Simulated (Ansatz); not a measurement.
Ag:

```
Ag
1.0
     2.88620    0.00000    0.00000
    -1.44310    2.49952    0.00000
     0.00000    0.00000   10.00000
Ag
4
Direct
  0.00000 0.00000 0.50000
  0.00000 0.00000 0.00000
  0.66667 0.33333 0.75000
  0.33333 0.66667 0.25000
```

This isn't the form of Ag at room conditions, which is fcc.

Base run:

- Program: Ansatz 0.2.0
- Functional: LDA
- Potentials or basis: all-electron LAPW, scalar-relativistic
- Cutoff: 223 eV
- Density cutoff: 893 eV
- Basis error allowed: 0.002 eV/atom
- k mesh: 11 × 11 × 3
- Occupations: fermi-dirac, width 0.05 eV
- Spin: no spin polarisation

Its results: pressure -11.4 GPa.

**Question.** The run is repeated on the same cell with these changes: functional from LDA to PBEsol. What comes out?

**Answer.** Pressure -7.2 GPa.

PBEsol binds less tightly than LDA, so the same cell stands under more pressure.

Not every run made on this cell is shown here.
